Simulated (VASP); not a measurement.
Input of a VASP 6.6.1 run:

File INCAR:

```
PREC = Accurate
ENCUT = 600
EDIFF = 1E-7
ISMEAR = 0
SIGMA = 0.1
LREAL = False
LASPH = True
NELM = 60
ALGO = Normal
ISIF = 3
LWAVE = False
LCHARG = False
METAGGA = R2SCAN
LMIXTAU = True
IBRION = 2
NSW = 90
EDIFFG = -0.005
```

Contents of KPOINTS:

```
regular mesh
0
Gamma
  18 18 18
```

POSCAR

```
In
1.0
   -1.6947072700      1.6947072700      2.2973723900
    1.6947072700     -1.6947072700      2.2973723900
    1.6947072700      1.6947072700     -2.2973723900
In
1
Direct
    0.0000000000      0.0000000000      0.0000000000
```

Potentials or basis: VASP PAW PBE potentials, release 64 (In_d).

Command:

```sh
$ cat potpaw_PBE.64/In_d/POTCAR > POTCAR
$ mpirun -np 1 vasp_std > vasp.out
```

Question: Predict the relaxed volume.

Answer: 26.36 Å³/atom.

Question: What does it give for the band gap on the k mesh?

Answer: None (metal or under the smearing width).

Question: What does it give for the relaxed cell?

Answer: a = 3.341 Å, b = 3.341 Å, c = 3.341 Å, α = 120.01°, β = 120.01°, γ = 89.98°.

Final structure:
```xyz
1
Lattice="-1.6702 1.6702 2.3626 1.6702 -1.6702 2.3626 1.6702 1.6702 -2.3626" Properties=species:S:1:pos:R:3 pbc="T T T"
In    0.0000    0.0000    0.0000
```

Caveat: the PAW data sets were made with another functional, which shifts forces and pressure a little.
